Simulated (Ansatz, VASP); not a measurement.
**BN: VASP beside Ansatz**

```
B N
1.0
     2.48172    0.00000    0.00000
    -1.24086    2.14923    0.00000
     0.00000    0.00000    5.96735
B N
2 2
Cartesian
  0.0000 1.4328 1.4918
  1.2409 0.7164 4.4755
  0.0000 1.4328 4.4755
  1.2409 0.7164 1.4918
```

Alike in both runs: functional LDA; k mesh 12 × 12 × 4; no spin polarisation.

Ansatz relaxed the structure, and its values are those at the end. VASP's run is a single point on that final structure, the one shown.

|  | VASP | Ansatz |
| --- | --- | --- |
| version | VASP 6.6.1 | Ansatz 0.2.0 |
| potentials or method | VASP PAW LDA potentials, release 64 (B, N) | scalar-relativistic, plane waves, PAW |
| plane-wave cutoff (eV) | 520 | 420 |
| occupations | gaussian, width 0.01 eV | fixed |
| valence electrons in the cell | 16 | 16 |

|  | VASP | Ansatz | Ansatz less VASP |
| --- | --- | --- | --- |
| gap on the k mesh at the Fermi level (eV) | 3.92 | 3.94 | +0.016 |
| least direct gap on the mesh (eV) | 4.22 | 4.23 | +0.015 |
| pressure (GPa) | 4.5 | 4.0 | -0.51 |

A k mesh can miss the band edges.
